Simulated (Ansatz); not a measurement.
## How far is PAW off for InSb?

```
CELL_PARAMETERS angstrom
0.00000 3.23910 3.23910
3.23910 0.00000 3.23910
3.23910 3.23910 0.00000
ATOMIC_POSITIONS crystal
In 0.00000 0.00000 0.00000
Sb 0.75000 0.75000 0.75000
```

Atoms are numbered in the order listed.

The cell is COD entry 9008853, as deposited and not checked against the literature; nothing was relaxed.

No spin–orbit coupling, which matters for the heavy atoms here.

Levels of theory: DFT, LDA, PAW with Ansatz's default frozen-core files, scalar-relativistic (Ansatz 0.2.0); DFT, LDA, all-electron LAPW, scalar-relativistic (Ansatz 0.2.0).

For PAW: a Γ-centred 10×10×10 k mesh, Fermi–Dirac smearing of 0.03 eV, cutoff 420 eV, no spin polarisation; the PAW files were made with PBE, and the program remakes their frozen cores for this functional. LAPW targets a basis error of 0.25 meV/atom. The Ansatz runs share mesh, smearing and spin set-up. Plane-wave (PAW) pressures include the program's estimate of the Pulay term.

Stress and pressure are positive in compression.

Levels count from the Fermi level.

```csv
quantity,PAW,LAPW
pressure (GPa),-0.59,-0.58
highest filled level at U (eV),-1.948,-1.948
lowest empty level at U (eV),1.510,1.510
highest filled level at Γ (eV),-0.025,-0.025
lowest empty level at Γ (eV),2.908,2.908
highest filled level at L (eV),-1.034,-1.035
lowest empty level at L (eV),0.377,0.377
```
